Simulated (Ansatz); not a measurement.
Starting cell, CaF2 (fluorite):

```
CELL_PARAMETERS angstrom
      0.00000     5.51096     5.51096
      2.75548     0.00000     2.75548
      2.75548     2.75548     0.00000
ATOMIC_POSITIONS crystal
  Ca 0.00000 0.00000 0.00000
  Ca 0.50000 0.00000 0.00000
  F  0.12500 0.25000 0.25000
  F  0.62500 0.25000 0.25000
  F  0.37500 0.75000 0.75000
  F  0.87500 0.75000 0.75000
```

The atoms are displaced by Q × the pattern below (from a DFPT mode at L = (0.5, 0.0, 0.0), largest move 1; Q in Å), at fixed cell. (q is in reciprocal vectors of the primitive cell; the cell shown is doubled to hold the pattern.)

```
atom       x       y       z
----  ------  ------  ------
F3    -0.577   0.577   0.577
F4     0.577  -0.577  -0.577
F5    -0.577   0.577   0.577
F6     0.577  -0.577  -0.577
```

Atoms not listed stay in place.

Level of theory: PBE (plane waves to 420 eV, PAW, scalar-relativistic; Ansatz, a quantum-chemistry and plane-wave program). k mesh 5×10×10 (Γ-centred), Fermi-Dirac smearing 0.05 eV. E stands for the smeared free energy. CaF2 was relaxed with its symmetry unable to fall. ΔE is measured from the undisplaced structure.

| Q (Å) | ΔE (meV/cell) |
|---|---|
| -0.2800 | withheld |
| -0.2333 | 798 |
| -0.1867 | 506 |
| -0.1400 | 282 |
| -0.0933 | 125 |
| -0.0467 | 31 |
| 0.0000 | 0 |
| 0.0467 | 31 |
| 0.0933 | 125 |
| 0.1400 | 282 |
| 0.1867 | 506 |
| 0.2333 | 798 |
| 0.2800 | withheld |

Problem. Fit an even polynomial form (powers 2, 4) to the given rows and predict ΔE at Q = 0.2800.

Solution. Least squares on the 11 given rows: ΔE = (14250)·Q² + (7491)·Q⁴, in meV/cell with Q in Å; root-mean-square residual 0.2 meV/cell. At 0.2800 the fit gives 1163 meV/cell; the calculation gives 1163 meV/cell, the same to the digits shown. The quadratic term alone would give 1117 meV/cell.

(A displaced cell: forces are minus the slopes of the energy, force constants its curvatures, and phonons follow from these.)
